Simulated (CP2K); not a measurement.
Runs of CP2K 2026.2 on Nb. It takes space group Im-3m (No. 229, cubic). The conventional cell has a = 3.328 Å, b = 3.328 Å, c = 3.328 Å, α = 90.00°, β = 90.00°, γ = 90.00°. Nb (site symmetry m-3m) has 8 Nb at 2.88 Å as nearest neighbours. 

```csv
level,cutoff of the non-local correlation (Ry),gap on the mesh (eV),pressure (GPa)
r2SCAN,-,none,-2.2
HLE16,-,none,-38.1
LDA,-,none,-9.6
optB88-vdW,300,none,(b)
PBEsol,-,none,(a)
vdW-DF2,300,none,9.1
```

Alike in all rows: task band structure; potentials or basis POTENTIAL_UZH Nb GTH-PBE-q13; TZVP-MOLOPT-PBE-GTH basis; no spin polarisation; cell as given; k mesh 11 × 11 × 11; smearing fermi-dirac 0.05 eV.

Task: Estimate the missing entries.

Result: (a) -6.4; (b) -1.7.

Caveats: the potentials were made for another functional, which shifts forces and pressure; the basis of atomic orbitals isn't converged, which shifts pressures, moduli and gaps; the potentials were made for a functional far from this one (some runs); the cell as given lies far from equilibrium (some runs).

A k mesh can miss the band edges, and the runs leave out spin-orbit coupling on Nb.

A gap of «none» marks a metal or a gap under the smearing width.

Runs at the PBE level aren't shown here.
